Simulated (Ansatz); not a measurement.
Wanted: the native input for an Ansatz 0.2.0 run.

| Item | Value |
| --- | --- |
| Task | band structure |
| Functional | LDA |
| Potentials or basis | Ansatz PAW |
| Cutoff | 420 eV (not typed: the program's choice for these potentials) |
| k mesh | 6 × 7 × 8 |
| Occupations | fermi-dirac, width 0.05 eV |
| Spin | collinear spin, ferromagnetic start |
| Starting moments | [2.0] μB |
| Path | [["X", "G", "Y"], ["L", "G", "Z"], ["N", "G", "M"], ["R", "G"]] |
| Points for each segment of the path | 14 |

The system is V.

```xyz
1
Lattice="-1.3777 1.6412 1.6479 1.5050 -1.4913 1.6253 1.2725 1.3861 -1.4980" Properties=species:S:1:pos:R:3 pbc="T T T"
V     0.0000    0.0000    0.0000
```

The cell isn't the ideal one: cell sheared at random, sigma 0.1, atoms nudged by 0.01 Å.

These files were run (other wordings do the same):

input.yaml

```yaml
crystal:
  lattice:
    - [-1.37771515, 1.64119061, 1.64793453]
    - [1.50497572, -1.49125904, 1.62526353]
    - [1.27254586, 1.38608975, -1.49800296]
  atoms:
    - { symbol: V, position: [0.0, 0.0, 0.0], spin: 2.0 }
hamiltonian:
  xc: lda
  pseudopotentials: { kind: paw }
magnetization:
  spin_polarized: true
kpoints:
  mp_grid: { grid: [6, 7, 8] }
  band_path:
    path:
      - [[0.5, 0.0, 0.0], [0.0, 0.0, 0.0], [0.0, -0.5, 0.0]]
      - [[0.5, -0.5, 0.0], [0.0, 0.0, 0.0], [0.0, 0.5, -0.5]]
      - [[0.5, 0.5, -0.5], [0.0, 0.0, 0.0], [0.0, 0.0, -0.5]]
      - [[0.5, 0.0, -0.5], [0.0, 0.0, 0.0]]
    npoints: 14
scf:
  occupations: { method: fermi_dirac, width: 0.05 }
  n_extra_bands: 6
output:
  forces: true
  stress: true
  eigenvalues: true
  fatbands: true
```

Potentials or basis: Ansatz PAW.

Run with:

```bash
$ ansatz run input.yaml --threads 2 --pin off --max-ram 5632MiB --backend cpu --events-out ev --progress --plain --runs-dir out
```

Results of the run:

```json
{
 "Pressure": "-14.1 GPa",
 "Band gap on the k mesh": "none (metal or under the smearing width)",
 "Net moment": "0.00 μB per cell",
 "Absolute moment": "0.00 μB per cell"
}
```

Caveat: the k mesh is coarse (spacing up to 0.45 Å⁻¹), so the values aren't converged; the PAW data sets come from PBE, with cores solved anew for the run's functional, which leaves a small shift of forces and pressure; the starting moments weren't kept.

Run time: 4.2 s on 2 threads of Arm Neoverse V1, on a shared host, peak memory 0.29 GiB.
